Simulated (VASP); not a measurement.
Output of a VASP run:

**OUTCAR**
```
 ion  position               nearest neighbor table
   1  0.000  0.000  0.000-   2 2.64   2 2.64   2 2.64   2 2.64
   2  0.250  0.250  0.250-   1 2.64   1 2.64   1 2.64   1 2.64
  LATTYP: Found a face centered cubic cell.
 ALAT       =     6.1000000000
 Subroutine PRICEL returns:
 Original cell was already a primitive cell.
 Subroutine GETGRP returns: Found 24 space group operations
The static configuration has the point symmetry T_d .
The dynamic configuration has the point symmetry T_d .
 Subroutine INISYM returns: Found 24 space group operations
 Subroutine IBZKPT returns following result:
 Found     16 irreducible k-points:

 Following reciprocal coordinates:
            Coordinates               Weight
  0.000000  0.000000  0.000000      1.000000
  0.166667  0.000000  0.000000      8.000000
  0.333333  0.000000  0.000000      8.000000
  0.500000  0.000000  0.000000      4.000000
  0.166667  0.166667  0.000000      6.000000
  0.333333  0.166667  0.000000     24.000000
  0.500000  0.166667  0.000000     24.000000
 -0.333333  0.166667  0.000000     24.000000
 -0.166667  0.166667  0.000000     12.000000
  0.333333  0.333333  0.000000      6.000000
  0.500000  0.333333  0.000000     24.000000
 -0.333333  0.333333  0.000000     12.000000
  0.500000  0.500000  0.000000      3.000000
  0.500000  0.333333  0.166667     24.000000
 -0.333333  0.333333  0.166667     24.000000
 -0.333333  0.500000  0.166667     12.000000
   k-points           NKPTS =     16   k-points in BZ     NKDIM =     16   number of bands    NBANDS=     13
   number of dos      NEDOS =    301   number of ions     NIONS =      2
   total plane-waves  NPLWV =  21952
   dimension x,y,z NGX =    28 NGY =   28 NGZ =   28
   dimension x,y,z NGXF=    56 NGYF=   56 NGZF=   56
   ions per type =               1   1
   PREC   = accura    normal or accurate (medium, high low for compatibility)
   ISTART =      0    job   : 0-new  1-cont  2-samecut
   ICHARG =      2    charge: 1-file 2-atom 10-const
   ISPIN  =      1    spin polarized calculation?
   LNONCOLLINEAR =      F non collinear calculations
   LSORBIT =      F    spin-orbit coupling
   INIWAV =      1    electr: 0-lowe 1-rand  2-diag
   ENCUT  =  400.0 eV  29.40 Ry    5.42 a.u.   7.03  7.03  7.03*2*pi/ulx,y,z
   NELM   =    100;   NELMIN=  2; NELMDL= -5     # of ELM steps
   EDIFF  = 0.1E-05   stopping-criterion for ELM
   LREAL  =      F    real-space projection
   NLSPLINE    = F    spline interpolate recip. space projectors
   LMAXMIX     =    4 max onsite mixed and CHGCAR
   VOSKOWN=      0    Vosko Wilk Nusair interpolation
   EDIFFG = 0.1E-04   stopping-criterion for IOM
   NSW    =      0    number of steps for IOM
   NBLOCK =      1;   KBLOCK =      1    inner block; outer block
   IBRION =     -1    ionic relax: 0-MD 1-quasi-New 2-CG
   NFREE  =      0    steps in history (QN), initial steepest desc. (CG)
   ISIF   =      2    stress and relaxation
   ISYM   =      2    0-nonsym 1-usesym 2-fastsym
   TEIN   =    0.0    initial temperature
   TEBEG  =    0.0;   TEEND  =   0.0 temperature during run
   SMASS  =  -3.00    Nose mass-parameter (am)
   PSTRESS=    0.0 pullay stress
   NELECT =      18.0000    total number of electrons
   EFERMI =   0.00;   METHOD = LEGACY
   ISMEAR =     0;   SIGMA  =   0.05  broadening in eV -4-tet -1-fermi 0-gaus
   IALGO  =     38    algorithm
   LDIAG  =      T    sub-space diagonalisation (order eigenvalues)
   IMIX   =      4    mixing-type and parameters
     AMIX     =   0.40;   BMIX     =  1.00
     AMIX_MAG =   1.60;   BMIX_MAG =  1.00
     AMIN     =   0.10
   GGA     = PE    functional components
   VOSKOWN =     0    Vosko Wilk Nusair interpolation
   LHFCALC =     F    Hartree Fock is set to
   LHFONE  =     F    Hartree Fock one center treatment
   AEXX    =    0.0000 exact exchange contribution
   IVDW    =     0    specifies the selected vdW correction
   LEPSILON=     F    determine dielectric tensor
   LRPA    =     F    only Hartree local field effects (RPA)
...
```

File OSZICAR:
```
       N       E                     dE             d eps       ncg     rms          rms(c)
DAV:   1     0.721539590890E+02    0.72154E+02   -0.74072E+03   416   0.122E+03
DAV:   2    -0.168959873190E+01   -0.73844E+02   -0.71218E+02   441   0.235E+02
DAV:   3    -0.529332052679E+01   -0.36037E+01   -0.35922E+01   511   0.550E+01
DAV:   4    -0.534154274119E+01   -0.48222E-01   -0.48215E-01   557   0.641E+00
DAV:   5    -0.534189383168E+01   -0.35109E-03   -0.35109E-03   501   0.425E-01    0.482E+00
DAV:   6    -0.517547889183E+01    0.16641E+00   -0.59621E-01   530   0.226E+01    0.376E+00
DAV:   7    -0.516493879318E+01    0.10540E-01   -0.11546E-01   461   0.397E+00    0.152E+00
DAV:   8    -0.516492679604E+01    0.11997E-04   -0.48839E-03   541   0.723E-01    0.384E-01
DAV:   9    -0.516514685238E+01   -0.22006E-03   -0.10542E-03   461   0.332E-01    0.126E-01
DAV:  10    -0.516516961122E+01   -0.22759E-04   -0.80543E-05   504   0.866E-02    0.904E-02
DAV:  11    -0.516522647213E+01   -0.56861E-04   -0.95136E-05   446   0.628E-02    0.457E-02
DAV:  12    -0.516522756617E+01   -0.10940E-05   -0.29951E-06   476   0.195E-02    0.166E-02
DAV:  13    -0.516522786835E+01   -0.30218E-06   -0.26361E-07   308   0.533E-03
   1 F= -.51652279E+01 E0= -.51652279E+01  d E =-.475575E-15
```

File OUTCAR:
```
------------------------ aborting loop because EDIFF is reached ----------------------------------------
  FORCE on cell =-STRESS in cart. coord.  units (eV):
  Direction    XX          YY          ZZ          XY          YZ          ZX
  --------------------------------------------------------------------------------------
  Total        0.6355965      0.6355965      0.6355965      0.0000000      0.0000000     -0.0000000
  in kB       17.9457886     17.9457886     17.9457886      0.0000000      0.0000000     -0.0000000
  external PRESSURE =      17.9457886 kB  Pullay stress =       0.0000000 kB
  volume of cell :       56.75
      direct lattice vectors                 reciprocal lattice vectors
     0.000000000  3.050000000  3.050000000    -0.163934426  0.163934426  0.163934426
     3.050000000  0.000000000  3.050000000     0.163934426 -0.163934426  0.163934426
     3.050000000  3.050000000  0.000000000     0.163934426  0.163934426 -0.163934426
 POSITION                                       TOTAL-FORCE (eV/Angst)
 -----------------------------------------------------------------------------------
      0.00000      0.00000      0.00000         0.000000      0.000000     -0.000000
      1.52500      1.52500      1.52500        -0.000000     -0.000000      0.000000
 -----------------------------------------------------------------------------------
    total drift:                               -0.000003     -0.000003     -0.000004
  FREE ENERGIE OF THE ION-ELECTRON SYSTEM (eV)
  ---------------------------------------------------
  free  energy   TOTEN  =        -5.1652278683 eV

  energy  without entropy=       -5.1652278683  energy(sigma->0) =       -5.16522787
```
(Selected blocks of OUTCAR.)

File POSCAR:
```
ZnTe
1
    0.0000000000     3.0500000000     3.0500000000
    3.0500000000     0.0000000000     3.0500000000
    3.0500000000     3.0500000000     0.0000000000
Zn Te
1 1
Direct
  0.0000000000   0.0000000000   0.0000000000
  0.2500000000   0.2500000000   0.2500000000
```

Task: Reconstruct the remaining input files.

Result: This is not unique; one that fits is the input of the run itself, PBE GGA, plane waves, VASP's PBE PAW potentials (set 64).

### INCAR
```
LASPH = T   ! aspherical one-centre terms
LCHARG = F
LMAXMIX = 4
ENCUT = 400
ALGO = Normal
GGA = PE
SYSTEM = ZnTe
LREAL = F   ! projection in real space or not
LWAVE = F
SIGMA = 0.05   ! width (eV)
ISMEAR = 0
ISIF = 2   ! forces and stress, cell fixed
NELM = 100
PREC = Accurate
EDIFF = 1E-6
```

**KPOINTS**
```
K-points
0
Gamma
  6 6 6
```

POTCAR, in this order: Zn Te (PBE.64 set). Program: vasp_std.

The compound is ZnTe in the zinc blende structure. The cell was not relaxed at this level.
